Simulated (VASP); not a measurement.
# AlN in VASP: one cell, several levels of theory

What does VASP give for AlN in the rocksalt structure, under -3.0 % equal strain in all directions, the cell held fixed? Runs: PBE, r2SCAN. The results are then set beside those of Ansatz 0.2.0 for the same cell. This is a trial cell built on a prototype, not taken from a measured structure, and it needn't be the compound's ground state.

Code: VASP 6.6.1. PAW datasets, plane waves. Spin-unpolarised throughout. Whether this structure exists isn't addressed.

## Step 1: Starting point

The cell comes from an earlier relaxation with r2SCAN in another program.

Space group Fm-3m (No. 225), cubic; a = 3.917 Å in the conventional setting, 7.51 Å³ an atom. Al has 6 N at 1.96 Å; N has 6 Al at 1.96 Å.

Coordinates:

Space group Fm-3m (No. 225). a = 3.917 Å, b = 3.917 Å, c = 3.917 Å, α = 90.00°, β = 90.00°, γ = 90.00°
```
atom  site  symmetry       x       y       z
  Al    4a      m-3m  0.0000  0.0000  0.0000
   N    4b      m-3m  0.5000  0.0000  0.0000
```

## Step 2: PBE

INCAR reads:

```
ENCUT = 520.000000
SIGMA = 0.020000
EDIFF = 1.00e-07
GGA = PE
PREC = Accurate
IBRION = -1
ISIF = 2
ISMEAR = -1
NBANDS = 11
NELM = 120
NSW = 0
LASPH = .TRUE.
LCHARG = .FALSE.
LWAVE = .FALSE.
LREAL = .FALSE.
```

KPOINTS reads:

```
KPOINTS created by Atomic Simulation Environment
0
Gamma
10 10 10
0 0 0
```

KPOINTS_OPT reads:

```
special points
7
Reciprocal
0.0000000000 0.0000000000 0.0000000000 1
0.5000000000 0.0000000000 0.5000000000 1
0.6250000000 0.2500000000 0.6250000000 1
0.3750000000 0.3750000000 0.7500000000 1
0.5000000000 0.5000000000 0.5000000000 1
0.5000000000 0.2500000000 0.7500000000 1
0.0000000000 0.5000000000 0.5000000000 1
```

POSCAR reads:

```
Al N
 1.0000000000000000
     0.0000000000000000    1.9583023986000001    1.9583023986000001
     1.9583023986000001    0.0000000000000000    1.9583023986000001
     1.9583023986000001    1.9583023986000001    0.0000000000000000
 Al  N
   1   1
Cartesian
  0.0000000000000000  0.0000000000000000  0.0000000000000000
  1.9583023985999999  1.9583023985999999  1.9583023985999999
```

Potentials: the recommended PBE PAW datasets, 8 valence electrons in the neutral cell.

Started as:

```console
mpirun -np 1 vasp_std
```

Printed to the terminal (iteration lines stand in OSZICAR):

```text
POSCAR found type information on POSCAR AlN
 POSCAR found :  2 types and       2 ions
 LDA part: xc-table for (Slater+PW92), standard interpolation
 POSCAR, INCAR and KPOINTS ok, starting setup
 FFT: planning ... GRIDC
 FFT: planning ... GRID_SOFT
 FFT: planning ... GRID
 WAVECAR not read
 entering main loop
 Start KPOINTS_OPT (optional k-point list driver)
k-point batch [1-7\7]
```

OSZICAR:

```text
N       E                     dE             d eps       ncg     rms          rms(c)
DAV:   1     0.108998058697E+02    0.10900E+02   -0.39324E+03  1066   0.618E+02
DAV:   2    -0.155484678504E+02   -0.26448E+02   -0.25700E+02  1278   0.142E+02
DAV:   3    -0.162002169391E+02   -0.65175E+00   -0.65085E+00  1239   0.208E+01
DAV:   4    -0.162025220767E+02   -0.23051E-02   -0.23050E-02  1181   0.133E+00
DAV:   5    -0.162025398753E+02   -0.17799E-04   -0.17798E-04  1211   0.112E-01    0.803E+00
DAV:   6    -0.143902009549E+02    0.18123E+01   -0.70702E+00  1136   0.147E+01    0.295E+00
DAV:   7    -0.143619603355E+02    0.28241E-01   -0.24677E-01  1168   0.346E+00    0.190E+00
DAV:   8    -0.143570823409E+02    0.48780E-02   -0.14535E-02  1115   0.105E+00    0.368E-01
DAV:   9    -0.143567433917E+02    0.33895E-03   -0.13155E-03  1166   0.229E-01    0.168E-01
DAV:  10    -0.143567945417E+02   -0.51150E-04   -0.13885E-04  1162   0.845E-02    0.560E-02
DAV:  11    -0.143567874035E+02    0.71382E-05   -0.23861E-05  1199   0.284E-02    0.796E-03
DAV:  12    -0.143567871937E+02    0.20986E-06   -0.75399E-07  1136   0.733E-03    0.115E-03
DAV:  13    -0.143567871402E+02    0.53479E-07   -0.17391E-08   601   0.872E-04
   1 F= -.14356787E+02 E0= -.14356787E+02  d E =-.292052E-10
       N       E                     dE             ncg
DAV:   1     0.871212540019E+03   -0.23732E+04      154
DAV:   2     0.705001520734E+03   -0.16621E+03      195
DAV:   3     0.700335207698E+03   -0.46663E+01      192
DAV:   4     0.700319867340E+03   -0.15340E-01      181
DAV:   5     0.700319738374E+03   -0.12897E-03      190
DAV:   6     0.700319736904E+03   -0.14702E-05      175
DAV:   7     0.700319736885E+03   -0.18240E-07      187
```

The lines after F= are the extra pass for the points of KPOINTS_OPT, at fixed density; their E is not a total energy.

Parts of OUTCAR:

```text
k-points           NKPTS =     47   k-points in BZ     NKDIM =     47   number of bands    NBANDS=     11

   NELECT =       8.0000    total number of electrons

   dimension x,y,z NGX =    24 NGY =   24 NGZ =   24
   dimension x,y,z NGXF=    48 NGYF=   48 NGZF=   48

  energy-cutoff  :      520.00
  volume of cell :       15.02
      direct lattice vectors                 reciprocal lattice vectors
     0.000000000  1.958302399  1.958302399    -0.255323182  0.255323182  0.255323182
     1.958302399  0.000000000  1.958302399     0.255323182 -0.255323182  0.255323182
     1.958302399  1.958302399  0.000000000     0.255323182  0.255323182 -0.255323182

 k-points in reciprocal lattice and weights: KPOINTS created by Atomic Simulation Env
   0.00000000  0.00000000  0.00000000       0.001
   0.10000000  0.00000000  0.00000000       0.008
   0.20000000  0.00000000  0.00000000       0.008
   0.30000000  0.00000000  0.00000000       0.008
   0.40000000  0.00000000  0.00000000       0.008
   0.50000000  0.00000000  0.00000000       0.004
   0.10000000  0.10000000  0.00000000       0.006
   0.20000000  0.10000000  0.00000000       0.024
[... 39 more k-points ...]

 E-fermi :  11.6164

 k-point     1 :       0.0000    0.0000    0.0000
  band No.  band energies     occupation
      1      -7.2000      2.00000
      2      11.2526      2.00000
      3      11.2526      2.00000
      4      11.2526      2.00000
      5      18.3783      0.00000
      6      23.7233      0.00000
      7      23.7233      0.00000
      8      23.7233      0.00000
      9      29.1301      0.00000
     10      29.7548      0.00000
     11      29.7548      0.00000

 k-point     2 :       0.1000    0.0000    0.0000
  band No.  band energies     occupation
      1      -6.9756      2.00000
      2      10.2214      2.00000
      3      11.1076      2.00000
      4      11.1076      2.00000
      5      18.9364      0.00000
      6      22.8346      0.00000
      7      24.0733      0.00000
      8      24.0733      0.00000
      9      28.4286      0.00000
     10      28.4286      0.00000
     11      30.6740      0.00000

 k-point     3 :       0.2000    0.0000    0.0000
  band No.  band energies     occupation
      1      -6.3210      2.00000
      2       7.9581      2.00000
      3      10.7574      2.00000
      4      10.7574      2.00000
      5      19.2445      0.00000
      6      22.6812      0.00000
      7      24.4706      0.00000
      8      24.4706      0.00000
      9      27.7461      0.00000
     10      27.7461      0.00000
     11      30.3388      0.00000

 k-point     4 :       0.3000    0.0000    0.0000
  band No.  band energies     occupation
      1      -5.3093      2.00000
      2       5.4391      2.00000
      3      10.3716      2.00000
      4      10.3716      2.00000
      5      18.6581      0.00000
      6      23.9112      0.00000
      7      23.9112      0.00000
      8      24.0498      0.00000
      9      29.2152      0.00000
     10      29.2152      0.00000
     11      29.4069      0.00000

 k-point     5 :       0.4000    0.0000    0.0000
  band No.  band energies     occupation
      1      -4.1612      2.00000
      2       3.2815      2.00000
      3      10.0889      2.00000
      4      10.0889      2.00000
      5      18.1737      0.00000
      6      23.2815      0.00000
      7      23.2815      0.00000
      8      25.4328      0.00000
      9      28.7143      0.00000
     10      31.5930      0.00000
     11      31.5930      0.00000

 k-point     6 :       0.5000    0.0000    0.0000
  band No.  band energies     occupation
      1      -3.5449      2.00000
      2       2.3142      2.00000
      3       9.9867      2.00000
      4       9.9867      2.00000
      5      18.0093      0.00000
      6      23.0484      0.00000
      7      23.0484      0.00000
      8      25.9941      0.00000
      9      28.4798      0.00000
     10      33.0436      0.00000
     11      33.0436      0.00000

 k-point     7 :       0.1000    0.1000    0.0000
  band No.  band energies     occupation
      1      -6.9012      2.00000
      2      10.3270      2.00000
      3      10.8421      2.00000
      4      10.8421      2.00000
      5      19.2030      0.00000
      6      22.0574      0.00000
      7      24.4711      0.00000
      8      24.4711      0.00000
      9      26.7378      0.00000
     10      30.1002      0.00000
     11      31.5731      0.00000

 k-point     8 :       0.2000    0.1000    0.0000
  band No.  band energies     occupation
      1      -6.3914      2.00000
      2       8.6464      2.00000
      3      10.4207      2.00000
      4      10.5597      2.00000
      5      19.8502      0.00000
      6      21.3229      0.00000
      7      24.4831      0.00000
      8      25.1319      0.00000
      9      26.0446      0.00000
     10      29.6151      0.00000
     11      31.8878      0.00000

 k-point     9 :       0.3000    0.1000    0.0000
  band No.  band energies     occupation
      1      -5.4974      2.00000
      2       6.3069      2.00000
      3      10.0286      2.00000
      4      10.0870      2.00000
      5      19.3990      0.00000
      6      22.5202      0.00000
      7      23.2910      0.00000
      8      24.9301      0.00000
      9      27.6145      0.00000
     10      30.3971      0.00000
     11      31.1423      0.00000

 k-point    10 :       0.4000    0.1000    0.0000
  band No.  band energies     occupation
      1      -4.3727      2.00000
      2       4.0610      2.00000
      3       9.5805      2.00000
      4       9.7929      2.00000
      5      18.9194      0.00000
      6      22.3854      0.00000
      7      24.1821      0.00000
      8      24.3649      0.00000
      9      29.4405      0.00000
     10      30.6819      0.00000
     11      32.3605      0.00000

 k-point    11 :       0.5000    0.1000    0.0000
  band No.  band energies     occupation
      1      -3.4914      2.00000
      2       2.6319      2.00000
      3       9.2145      2.00000
      4       9.7723      2.00000
      5      18.7372      0.00000
      6      22.0765      0.00000
      7      23.6314      0.00000
      8      25.5685      0.00000
      9      29.9150      0.00000
     10      31.8062      0.00000
     11      33.3142      0.00000

 k-point    12 :      -0.4000    0.1000    0.0000
  band No.  band energies     occupation
      1      -3.7045      2.00000
      2       2.9609      2.00000
      3       9.0788      2.00000
      4       9.9699      2.00000
      5      18.8444      0.00000
      6      22.2958      0.00000
      7      23.5053      0.00000
      8      25.4061      0.00000
      9      30.1280      0.00000
     10      31.3663      0.00000
     11      32.5747      0.00000

 k-point    13 :      -0.3000    0.1000    0.0000
  band No.  band energies     occupation
      1      -4.7559      2.00000
      2       4.7721      2.00000
      3       9.2128      2.00000
      4      10.3357      2.00000
      5      19.2301      0.00000
      6      22.9119      0.00000
      7      23.8652      0.00000
      8      24.1544      0.00000
      9      28.6332      0.00000
     10      30.6330      0.00000
     11      31.5635      0.00000

 k-point    14 :      -0.2000    0.1000    0.0000
  band No.  band energies     occupation
      1      -5.8325      2.00000
      2       7.0968      2.00000
      3       9.6271      2.00000
      4      10.7593      2.00000
      5      19.8106      0.00000
      6      22.2184      0.00000
      7      24.1991      0.00000
      8      24.6389      0.00000
      9      26.4587      0.00000
     10      29.6624      0.00000
     11      31.5588      0.00000

 k-point    15 :      -0.1000    0.1000    0.0000
  band No.  band energies     occupation
      1      -6.6080      2.00000
      2       9.1577      2.00000
      3      10.3493      2.00000
      4      11.0716      2.00000
      5      19.6327      0.00000
      6      21.9301      0.00000
      7      24.4911      0.00000
      8      24.6641      0.00000
      9      26.5682      0.00000
     10      28.6982      0.00000
     11      31.8195      0.00000

 k-point    16 :       0.2000    0.2000    0.0000
  band No.  band energies     occupation
      1      -6.0363      2.00000
      2       8.3549      2.00000
      3       9.9357      2.00000
      4       9.9357      2.00000
      5      19.6977      0.00000
      6      20.4545      0.00000
      7      23.7754      0.00000
      8      26.2086      0.00000
      9      26.2086      0.00000
     10      31.1142      0.00000
     11      34.0791      0.00000

[... the tables of k-points 17 to 47 left out ...]

  Total        3.4014302      3.4014302      3.4014302     -0.0000000     -0.0000000      0.0000000
  in kB      362.8297444    362.8297444    362.8297444     -0.0000000     -0.0000000      0.0000000
  external PRESSURE =     362.8297444 kB  Pullay stress =       0.0000000 kB

 POSITION                                       TOTAL-FORCE (eV/Angst)
 -----------------------------------------------------------------------------------
      0.00000      0.00000      0.00000         0.000000     -0.000000      0.000000
      1.95830      1.95830      1.95830        -0.000000      0.000000     -0.000000
 -----------------------------------------------------------------------------------
    total drift:                               -0.000000     -0.000000      0.000000

  FREE ENERGIE OF THE ION-ELECTRON SYSTEM (eV)
  ---------------------------------------------------
  free  energy   TOTEN  =       -14.3567871402 eV

  energy  without entropy=      -14.3567871402  energy(sigma->0) =      -14.35678714
```

Hardware: 1 MPI rank of Intel Xeon Platinum 8488C, shared host.

The levels at the points of KPOINTS_OPT are read from vasprun.xml.

Near the gap, in eV above the top of the last filled band v; c is the band after it:

| point | v−1 | v | c | c+1 |
| --- | --- | --- | --- | --- |
| Γ | 0.00 | 0.00 | 7.13 | 12.47 |
| X | -3.05 | -3.05 | 5.12 | 5.57 |
| U | -5.89 | -2.54 | 6.45 | 9.92 |
| K | -5.89 | -2.54 | 6.45 | 9.92 |
| L | -1.27 | -1.27 | 6.76 | 11.80 |
| W | -6.24 | -4.17 | 9.15 | 11.25 |

Gap with PBE: 5.12 eV, valence top at Γ, conduction bottom at X. Least direct gap: 7.13 eV. The pressure is 36.28 GPa; the forces vanish within 0.01 eV/Å.

[end of part 1 of 2]
